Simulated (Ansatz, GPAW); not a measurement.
This is a calculation of Pt for Ansatz 0.2.0. 

File input.yaml:

```yaml
crystal:
  lattice:
    - [0.0, 1.9609, 1.9609]
    - [1.9609, 0.0, 1.9609]
    - [1.9609, 1.9609, 0.0]
  atoms:
    - { symbol: Pt, position: [0.0, 0.0, 0.0] }
hamiltonian:
  xc: pbe
  pseudopotentials: { kind: paw }
kpoints:
  mp_grid: { grid: [12, 12, 12] }
scf:
  occupations: { method: gaussian, width: 0.023 }
output:
  forces: true
  stress: true
  eigenvalues: true
  write_density: true
  write_potential: true
  elf: true
  volumetric_format: npy
```

Potentials or basis: Ansatz PAW.

Run with:

```sh
$ ansatz run input.yaml --threads 2 --pin off --max-ram 5632MiB --backend cpu --events-out ev --progress --plain --runs-dir out
```

Set up the same calculation for GPAW 26.7.0 (ASE script). Potentials or basis there: GPAW PAW data sets (gpaw-data 1.2.1), cutoff 600 eV.

As run (cutoffs and basis follow the program's own potentials, and thresholds, step limits or extra output files can differ):

Contents of run.py:

```python
from ase.dft.bandgap import bandgap
from ase.io import read, write
from ase.units import GPa
from gpaw import GPAW, PW

atoms = read('POSCAR')

calc = GPAW(mode=PW(600),
            xc='PBE',
            kpts={'size': (12, 12, 12), 'gamma': True},
            occupations={'name': 'methfessel-paxton', 'order': 0, 'width': 0.023},
            nbands=17,
            convergence={'density': 1e-05, 'energy': 1e-05},
            maxiter=150,
            txt='gpaw.txt')
atoms.calc = calc
energy = atoms.get_potential_energy()
forces = atoms.get_forces()
stress = atoms.get_stress()
calc.write('gs.gpw')
write('result.traj', atoms)
print(f'Energy: {energy:.6f} eV')
print('Forces (eV/A):')
print(forces.round(4))
print('Stress (GPa):', (stress / GPa).round(3))
print('Fermi level:', round(calc.get_fermi_level(), 4), 'eV')
print(f'Gap: {bandgap(calc)[0]:.4f} eV, direct: {bandgap(calc, direct=True)[0]:.4f} eV')
```

Contents of POSCAR:

```
Pt
1.0
    0.0000000000      1.9609000000      1.9609000000
    1.9609000000      0.0000000000      1.9609000000
    1.9609000000      1.9609000000      0.0000000000
Pt
1
Direct
    0.0000000000      0.0000000000      0.0000000000
```

Potentials or basis: GPAW PAW data sets (gpaw-data 1.2.1), pw.

Launch:

```sh
$ OMP_NUM_THREADS=1 python run.py
```

Both were run:

|  | Ansatz | GPAW |
| --- | --- | --- |
| Pressure | 10.2 GPa | 9.7 GPa |

Ansatz's pressure holds a Pulay term of +0.08 GPa for its cutoff of 420 eV, which the other run lacks.

The potentials hold 18 and 16 valence electrons a cell.

Where Ansatz's input types no cutoff or centring, it takes its own default and a Γ-centred mesh.

The two runs disagree by more than potentials and bases usually give (in gap, levels, pressure or energy); the cause wasn't traced.

The cell lies far from this level's equilibrium.

Pressure is positive in compression.
